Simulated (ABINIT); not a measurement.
# CdSe (Cadmoselite): G0W0 with ABINIT, start to end, part 2 of 3

Wanted: ground state, empty states, screening and self-energy for CdSe (Cadmoselite).

ABINIT 10.8.3; PBE and many-body steps on it, plane waves. Known limits of the many-body steps: not at the basis limit; mesh may overstate the screening; screening head approximate; coarse k mesh.

So far. Step 2 (Ground state): The gap is direct, at Γ.

The database entry behind the starting cell differs from later determinations by our own check (inner coordinate of an old entry), so it need not match the best structure at ambient conditions.

## 3. Bands along the symmetry lines

Level of this step: DFT, PBE with spin-orbit coupling, plane waves, norm-conserving pseudopotentials (ABINIT).

The cheap functional maps the bands first; the places of the edges decide which points the dearer methods must see.

Contents of run.abi:

```
acell 3*1.0 Angstrom
rprim 
  4.300000000016 -0.000000000004 0.000000000000
  -2.150000000005 3.723909236288 0.000000000000
  0.000000000000 0.000000000000 7.020000000000
ntypat 2
znucl 48 34
natom 4
typat 1 1 2 2
xred 
  0.333333333333 0.666666666667 0.000000000000
  0.666666666667 0.333333333333 0.500000000000
  0.333333333333 0.666666666667 0.385000000000
  0.666666666667 0.333333333333 0.885000000000
pp_dirpath "pseudos"
pseudos "Cd.upf, Se.upf"
ecut 48
nspinor 2
iscf -2
irdden 1
kptopt 0
nkpt 39
kpt 
  0.00000000 0.00000000 0.00000000
  0.12500000 0.00000000 0.00000000
  0.25000000 0.00000000 0.00000000
  0.37500000 0.00000000 0.00000000
  0.50000000 0.00000000 0.00000000
  0.45833333 0.08333333 0.00000000
  0.41666666 0.16666666 0.00000000
  0.37500000 0.25000000 0.00000000
  0.33333333 0.33333333 0.00000000
  0.25000000 0.25000000 0.00000000
  0.16666666 0.16666666 0.00000000
  0.08333333 0.08333333 0.00000000
  0.00000000 0.00000000 0.00000000
  0.00000000 0.00000000 0.12500000
  0.00000000 0.00000000 0.25000000
  0.00000000 0.00000000 0.37500000
  0.00000000 0.00000000 0.50000000
  0.12500000 0.00000000 0.50000000
  0.25000000 0.00000000 0.50000000
  0.37500000 0.00000000 0.50000000
  0.50000000 0.00000000 0.50000000
  0.45833333 0.08333333 0.50000000
  0.41666666 0.16666666 0.50000000
  0.37500000 0.25000000 0.50000000
  0.33333333 0.33333333 0.50000000
  0.25000000 0.25000000 0.50000000
  0.16666666 0.16666666 0.50000000
  0.08333333 0.08333333 0.50000000
  0.00000000 0.00000000 0.50000000
  0.50000000 0.00000000 0.50000000
  0.50000000 0.00000000 0.37500000
  0.50000000 0.00000000 0.25000000
  0.50000000 0.00000000 0.12500000
  0.50000000 0.00000000 0.00000000
  0.33333333 0.33333333 0.50000000
  0.33333333 0.33333333 0.37500000
  0.33333333 0.33333333 0.25000000
  0.33333333 0.33333333 0.12500000
  0.33333333 0.33333333 0.00000000
istwfk *1
nband 104
nbdbuf 6
tolwfr 1e-08
nstep 40
prtwf 0
prtvol 0
indata_prefix "in"
outdata_prefix "out"
tmpdata_prefix "tmp"
```

Run with:

```console
> OMP_NUM_THREADS=1 mpirun -n 4 abinit run.abi > log
```

Numbers of over 12 decimals in the logs are rounded to 6 here.

Log:

```text
.Version 10.8.3 of ABINIT. v10.8.2 released Aug 2026.

 Symmetries : space group P6_3 m c (#186); Bravais hP (primitive hexag.)
[... echo of the input left out ...]
== DATASET  1 ==================================================================
-   mpi_nproc: 4, omp_nthreads: 1 (-1 if OMP is not activated)

--- !DatasetInfo
iteration_state: {dtset: 1, }
dimensions: {natom: 4, nkpt: 39, mband: 104, nsppol: 1, nspinor: 2, nspden: 1, mpw: 12082, }
cutoff_energies: {ecut:  48.0, pawecutdg:  -1.0, }
electrons: {nelect:   8.80000000E+01, charge:   0.00000000E+00, occopt:   1.00000000E+00, tsmear:   1.00000000E-02, }

 Real(R)+Recip(G) space primitive vectors, cartesian coordinates (Bohr,Bohr^-1):
 R(1)=  8.1258223  0.0000000  0.0000000  G(1)=  0.1230645  0.0710513  0.0000000
 R(2)= -4.0629112  7.0371686  0.0000000  G(2)=  0.0000000  0.1421026  0.0000000
 R(3)=  0.0000000  0.0000000 13.2658774  G(3)=  0.0000000  0.0000000  0.0753814
 Unit cell volume ucvol=  7.5857977E+02 bohr^3
 Angles (23,13,12)=  9.00000000E+01  9.00000000E+01  1.20000000E+02 degrees

 getcut: wavevector=  0.0000  0.0000  0.0000  ngfft=  54  54  90
         ecut(hartree)=     48.000   => boxcut(ratio)=   2.13128

--- Pseudopotential description ------------------------------------------------
- Cd Generated using ONCVPSP code by D. R. Hamann
- 48.00000  20.00000  180506                  znucl, zion, pspdat
12 -101130 2 -1 1368                          pspcod,pspxc,lmax,lloc,mmax
     nproj     2     4     3     0
     spin-orbit psp
        nprojso     4     4     0
  pspatm : epsatm=   19.69138377
         --- l  ekb(1:nproj) -->
             0    1.510089   19.507203
             1   10.220045    1.188432    0.002515    0.000023
             2    0.803919    0.094593    0.001041
  spin-orbit 1    0.533557   -0.383785    0.029453   -0.000471
  spin-orbit 2    0.059854   -0.007939    0.006429   -0.000190
 pspatm: atomic psp has been read  and splines computed

- Se Generated using ONCVPSP code by D. R. Hamann
- 34.00000  24.00000  180506                  znucl, zion, pspdat
12 -101130 2 -1 1214                          pspcod,pspxc,lmax,lloc,mmax
     nproj     2     2     2     0
     spin-orbit psp
        nprojso     4     3     0
  pspatm : epsatm=   25.40007005
         --- l  ekb(1:nproj) -->
             0   -2.824384    3.559754
             1   -7.178139   -2.429724
[...]
spin-orbit 1    0.229742    0.110085   -0.000668   -0.000080
  spin-orbit 2    0.019957    0.015212   -0.000061
 pspatm: atomic psp has been read  and splines computed

--------------------------------------------------------------------------------

================================================================================
 prteigrs : about to open file out_EIG
 Non-SCF case, kpt    1 (  0.00000  0.00000  0.00000), residuals and eigenvalues=
[...]
4.7568E-01  4.7823E-01
[...]
Non-SCF case, kpt   38 (  0.33333  0.33333  0.12500), residuals and eigenvalues=
[...]
4.8226E-01  4.8226E-01
 Non-SCF case, kpt   39 (  0.33333  0.33333  0.00000), residuals and eigenvalues=
[...]
3.5058E-01  3.5725E-01  3.5890E-01  3.5890E-01  4.3673E-01  4.3830E-01
  4.3830E-01  4.3901E-01  4.4243E-01  4.4243E-01  4.5417E-01  4.6717E-01
  4.6717E-01  4.6789E-01

--- !ResultsGS
iteration_state: {dtset: 1, }
comment   : Summary of ground state results
lattice_vectors:
- [  8.1258223,  -0.0000000,   0.0000000, ]
- [ -4.0629112,   7.0371686,   0.0000000, ]
- [  0.0000000,   0.0000000,  13.2658774, ]
lattice_lengths: [   8.12582,    8.12582,   13.26588, ]
lattice_angles: [ 90.000,  90.000, 120.000, ] # degrees, (23, 13, 12)
lattice_volume:   7.5857977E+02
convergence: {deltae:  0.000E+00, res2:  0.000E+00, residm:  9.997E-09, diffor:  0.000E+00, }
etotal    :  -1.02680429E+03
entropy   :   0.00000000E+00
fermie    :   1.84923078E-01
cartesian_stress_tensor: null
pressure_GPa: null
xred      :
- [  3.3333E-01,   6.6667E-01,   0.0000E+00, Cd]
- [  6.6667E-01,   3.3333E-01,   5.0000E-01, Cd]
- [  3.3333E-01,   6.6667E-01,   3.8500E-01, Se]
- [  6.6667E-01,   3.3333E-01,   8.8500E-01, Se]
cartesian_forces: null
force_length_stats: {min: null, max: null, mean: null, }

 Integrated electronic density in atomic spheres:
 ------------------------------------------------
 Atom  Sphere_radius  Integrated_density
[...]
================================================================================

 ----iterations are completed or convergence reached----

 Mean square residual over all n,k,spin=   46.707E-10; max=  99.974E-10
 reduced coordinates (array xred) for    4 atoms
[...]
0.333333333333      0.666666666667      0.385000000000
       0.666666666667      0.333333333333      0.885000000000

 cartesian coordinates (angstrom) at end:
    1      2e-12     2.482606     0.000000
    2      2.150000     1.241303     3.510000
    3      2e-12     2.482606     2.702700
    4      2.150000     1.241303     6.212700
 length scales=  1.889726125908  1.889726125908  1.889726125908 bohr
              =  1.000000000000  1.000000000000  1.000000000000 angstroms
 prteigrs : about to open file out_EIG
 Eigenvalues (hartree) for nkpt=  39  k points:
 kpt#   1, nband=104, wtk=  1.00000, kpt=  0.0000  0.0000  0.0000 (reduced coord)
[...]
kpt#   2, nband=104, wtk=  1.00000, kpt=  0.1250  0.0000  0.0000 (reduced coord)
[...]
kpt#   3, nband=104, wtk=  1.00000, kpt=  0.2500  0.0000  0.0000 (reduced coord)
[...]
kpt#  38, nband=104, wtk=  1.00000, kpt=  0.3333  0.3333  0.1250 (reduced coord)
[...]
kpt#  39, nband=104, wtk=  1.00000, kpt=  0.3333  0.3333  0.0000 (reduced coord)
[...]
0.34091    0.34091    0.35058    0.35725    0.35890    0.35890    0.43673    0.43830
   0.43830    0.43901    0.44243    0.44243    0.45417    0.46717    0.46717    0.46789

== END DATASET(S) ==============================================================
================================================================================

 -outvars: echo values of variables after computation  --------
            nband         104
             nkpt          39
          spgroup         186
 [... the other variables as echoed above ...]

 Calculation completed.
```

It took 14 min on 4 MPI ranks of Intel Xeon 6975P-C (Granite Rapids), shared host; peak memory 1.9 GiB; 54 min of CPU time.

Numbers from this step:

```yaml
gap: 0.5625 eV
k_of_the_valence_top: 0, 0, 0
k_of_the_conduction_bottom: 0, 0, 0
least_direct_gap: 0.5625 eV
```

The gap is 0.562 eV, as in the run before at this level.

Electronic bands along the path, in eV, zero at the top of the highest filled band:

```
    point  band 85  band 86  band 87  band 88  band 89  band 90  band 91  band 92
        Γ    -0.01    -0.01     0.00     0.00     0.56     0.56     1.97     1.97
  halfway    -0.67    -0.66    -0.46    -0.44     2.48     2.49     3.28     3.32
        M    -1.39    -1.39    -0.93    -0.93     3.08     3.08     3.18     3.18
  halfway    -1.63    -1.53    -1.44    -1.36     3.77     3.82     4.11     4.14
        K    -1.96    -1.92    -1.81    -1.81     4.24     4.24     4.51     4.69
  halfway    -0.92    -0.92    -0.66    -0.63     2.93     2.93     3.91     3.97
        Γ    -0.01    -0.01     0.00     0.00     0.56     0.56     1.97     1.97
  halfway    -0.34    -0.34    -0.11    -0.11     1.60     1.60     2.08     2.08
        A    -0.38    -0.38    -0.38    -0.38     2.20     2.20     2.20     2.20
  halfway    -1.03    -1.03    -1.02    -1.02     3.24     3.24     3.27     3.27
        L    -1.37    -1.37    -1.37    -1.37     2.85     2.85     2.85     2.85
  halfway    -1.27    -1.27    -1.21    -1.21     3.33     3.33     3.39     3.39
        H    -1.21    -1.21    -1.15    -1.15     3.62     3.62     3.68     3.68
  halfway    -1.38    -1.38    -1.27    -1.27     3.59     3.59     3.67     3.67
        A    -0.38    -0.38    -0.38    -0.38     2.20     2.20     2.20     2.20
jump to L    -1.37    -1.37    -1.37    -1.37     2.85     2.85     2.85     2.85
  halfway    -1.26    -1.26    -1.05    -1.05     2.69     2.69     3.22     3.22
        M    -1.39    -1.39    -0.93    -0.93     3.08     3.08     3.18     3.18
jump to H    -1.21    -1.21    -1.15    -1.15     3.62     3.62     3.68     3.68
  halfway    -1.58    -1.57    -1.52    -1.52     4.08     4.19     4.23     4.23
        K    -1.96    -1.92    -1.81    -1.81     4.24     4.24     4.51     4.69
```

## 4. Empty states on the mesh, 3×3×2 mesh, 194 bands

The sums over transitions need many empty states on a uniform mesh; this step solves for them.

Contents of run.abi:

```
acell 3*1.0 Angstrom
rprim 
  4.300000000016 -0.000000000004 0.000000000000
  -2.150000000005 3.723909236288 0.000000000000
  0.000000000000 0.000000000000 7.020000000000
ntypat 2
znucl 48 34
natom 4
typat 1 1 2 2
xred 
  0.333333333333 0.666666666667 0.000000000000
  0.666666666667 0.333333333333 0.500000000000
  0.333333333333 0.666666666667 0.385000000000
  0.666666666667 0.333333333333 0.885000000000
pp_dirpath "pseudos"
pseudos "Cd.upf, Se.upf"
ecut 48
nspinor 2
ngkpt 3 3 2
nshiftk 1
shiftk 0 0 0
kptopt 1
chksymbreak 0
iscf -2
irdden 1
istwfk *1
nband 194
nbdbuf 16
tolwfr 1e-09
nstep 60
prtvol 0
indata_prefix "in"
outdata_prefix "out"
tmpdata_prefix "tmp"
```

Log:

```text
.Version 10.8.3 of ABINIT. v10.8.2 released Aug 2026.

 Symmetries : space group P6_3 m c (#186); Bravais hP (primitive hexag.)
[... echo of the input left out ...]
== DATASET  1 ==================================================================
-   mpi_nproc: 4, omp_nthreads: 1 (-1 if OMP is not activated)

--- !DatasetInfo
iteration_state: {dtset: 1, }
dimensions: {natom: 4, nkpt: 6, mband: 194, nsppol: 1, nspinor: 2, nspden: 1, mpw: 12066, }
cutoff_energies: {ecut:  48.0, pawecutdg:  -1.0, }
electrons: {nelect:   8.80000000E+01, charge:   0.00000000E+00, occopt:   1.00000000E+00, tsmear:   1.00000000E-02, }

 Real(R)+Recip(G) space primitive vectors, cartesian coordinates (Bohr,Bohr^-1):
 R(1)=  8.1258223  0.0000000  0.0000000  G(1)=  0.1230645  0.0710513  0.0000000
 R(2)= -4.0629112  7.0371686  0.0000000  G(2)=  0.0000000  0.1421026  0.0000000
 R(3)=  0.0000000  0.0000000 13.2658774  G(3)=  0.0000000  0.0000000  0.0753814
 Unit cell volume ucvol=  7.5857977E+02 bohr^3
 Angles (23,13,12)=  9.00000000E+01  9.00000000E+01  1.20000000E+02 degrees

 getcut: wavevector=  0.0000  0.0000  0.0000  ngfft=  54  54  90
         ecut(hartree)=     48.000   => boxcut(ratio)=   2.13128

--- Pseudopotential description ------------------------------------------------
- Cd Generated using ONCVPSP code by D. R. Hamann
- 48.00000  20.00000  180506                  znucl, zion, pspdat
12 -101130 2 -1 1368                          pspcod,pspxc,lmax,lloc,mmax
     nproj     2     4     3     0
     spin-orbit psp
        nprojso     4     4     0
  pspatm : epsatm=   19.69138377
         --- l  ekb(1:nproj) -->
             0    1.510089   19.507203
             1   10.220045    1.188432    0.002515    0.000023
             2    0.803919    0.094593    0.001041
  spin-orbit 1    0.533557   -0.383785    0.029453   -0.000471
  spin-orbit 2    0.059854   -0.007939    0.006429   -0.000190
 pspatm: atomic psp has been read  and splines computed

- Se Generated using ONCVPSP code by D. R. Hamann
- 34.00000  24.00000  180506                  znucl, zion, pspdat
12 -101130 2 -1 1214                          pspcod,pspxc,lmax,lloc,mmax
     nproj     2     2     2     0
     spin-orbit psp
        nprojso     4     3     0
  pspatm : epsatm=   25.40007005
         --- l  ekb(1:nproj) -->
             0   -2.824384    3.559754
             1   -7.178139   -2.429724
[...]
spin-orbit 1    0.229742    0.110085   -0.000668   -0.000080
  spin-orbit 2    0.019957    0.015212   -0.000061
 pspatm: atomic psp has been read  and splines computed

--------------------------------------------------------------------------------

================================================================================
 prteigrs : about to open file out_EIG
 Non-SCF case, kpt    1 (  0.00000  0.00000  0.00000), residuals and eigenvalues=
  2.68E-10  7.52E-10  5.64E-10  6.23E-10  2.91E-10  4.14E-10  2.43E-10  3.66E-10
  2.30E-10  3.37E-10  2.19E-10  2.66E-10  2.60E-10  3.23E-10  2.40E-10  2.89E-10
  4.38E-10  6.16E-10  3.96E-10  6.52E-10  1.77E-10  5.79E-10  1.69E-10  6.48E-10
[...]
2.28E-05  8.69E-05
 -7.4229E+00 -7.4229E+00 -7.4229E+00 -7.4229E+00 -5.3452E+00 -5.3452E+00
 -5.3452E+00 -5.3452E+00 -5.1295E+00 -5.1295E+00 -5.1295E+00 -5.1295E+00
 -5.1294E+00 -5.1294E+00 -5.1294E+00 -5.1294E+00 -3.5556E+00 -3.5556E+00
[...]
1.2928E+00  1.2928E+00  1.2974E+00  1.2974E+00  1.3119E+00  1.3119E+00
  1.3296E+00  1.3296E+00  1.3314E+00  1.3314E+00  1.3326E+00  1.3327E+00
  1.3496E+00  1.3509E+00
 prteigrs : prtvol=0 or 1, do not print more k-points.

--- !ResultsGS
iteration_state: {dtset: 1, }
comment   : Summary of ground state results
lattice_vectors:
- [  8.1258223,  -0.0000000,   0.0000000, ]
- [ -4.0629112,   7.0371686,   0.0000000, ]
- [  0.0000000,   0.0000000,  13.2658774, ]
lattice_lengths: [   8.12582,    8.12582,   13.26588, ]
lattice_angles: [ 90.000,  90.000, 120.000, ] # degrees, (23, 13, 12)
lattice_volume:   7.5857977E+02
convergence: {deltae:  0.000E+00, res2:  0.000E+00, residm:  9.986E-10, diffor:  0.000E+00, }
etotal    :  -1.02680429E+03
entropy   :   0.00000000E+00
fermie    :   1.84923078E-01
cartesian_stress_tensor: null
pressure_GPa: null
xred      :
- [  3.3333E-01,   6.6667E-01,   0.0000E+00, Cd]
- [  6.6667E-01,   3.3333E-01,   5.0000E-01, Cd]
- [  3.3333E-01,   6.6667E-01,   3.8500E-01, Se]
- [  6.6667E-01,   3.3333E-01,   8.8500E-01, Se]
cartesian_forces: null
force_length_stats: {min: null, max: null, mean: null, }

 Integrated electronic density in atomic spheres:
 ------------------------------------------------
 Atom  Sphere_radius  Integrated_density
[...]
================================================================================

 ----iterations are completed or convergence reached----

 Mean square residual over all n,k,spin=   48.440E-11; max=  99.864E-11
 reduced coordinates (array xred) for    4 atoms
[...]
0.333333333333      0.666666666667      0.385000000000
       0.666666666667      0.333333333333      0.885000000000

 cartesian coordinates (angstrom) at end:
    1      2e-12     2.482606     0.000000
    2      2.150000     1.241303     3.510000
    3      2e-12     2.482606     2.702700
    4      2.150000     1.241303     6.212700
 length scales=  1.889726125908  1.889726125908  1.889726125908 bohr
              =  1.000000000000  1.000000000000  1.000000000000 angstroms
 prteigrs : about to open file out_EIG
 Eigenvalues (hartree) for nkpt=   6  k points:
 kpt#   1, nband=194, wtk=  0.05556, kpt=  0.0000  0.0000  0.0000 (reduced coord)
[...]
1.28436    1.28436    1.28589    1.28589    1.29283    1.29283    1.29743    1.29743
   1.31194    1.31194    1.32961    1.32962    1.33138    1.33140    1.33264    1.33267
   1.34959    1.35087
 prteigrs : prtvol=0 or 1, do not print more k-points.

== END DATASET(S) ==============================================================
================================================================================

 -outvars: echo values of variables after computation  --------
            nband         194
             nkpt           6
          spgroup         186
 [... the other variables as echoed above ...]

 Calculation completed.
```

Elapsed: 8.3 min, on 4 MPI ranks; peak memory 0.89 GiB; 33 min of CPU time.

Numbers from this step:

```
gap                                                           : 0.5625 eV
k of the valence top                                          : 0, 0, 0
k of the conduction bottom                                    : 0, 0, 0
least direct gap                                              : 0.5625 eV
k points computed                                             : 6
lowest point of the top converged band, above the valence top : 26.02 eV
```

On this mesh the gap is 0.562 eV.

(Continued in part 3 of 3.)

[Paths, hosts, dates, memory and timing lines, banners, echoed tables and standing remarks are left out of the program output.]

[Logs are printed without paths, hosts, clocks, repeated set-up lines and the standing remarks that a program may print on its own settings, such as how far it seeks lower states.]

[Runs of the session that timed out or met a known fault of the program may be left out.]

[Hosts, paths, dates, database ids (printed as entryN), source tags and the programs' standing remarks are cut or masked in the printed files.]

[G0W0 gaps are taken among the corrected bands and points alone; a level outside them can change the order at an edge.]

[Where Ansatz stands beside ABINIT at settings called matched, ABINIT's density can come from a denser mesh and the files from another edition; pairs whose starting gaps differed by over 0.03 eV were left out, so agreement reads better than it is.]
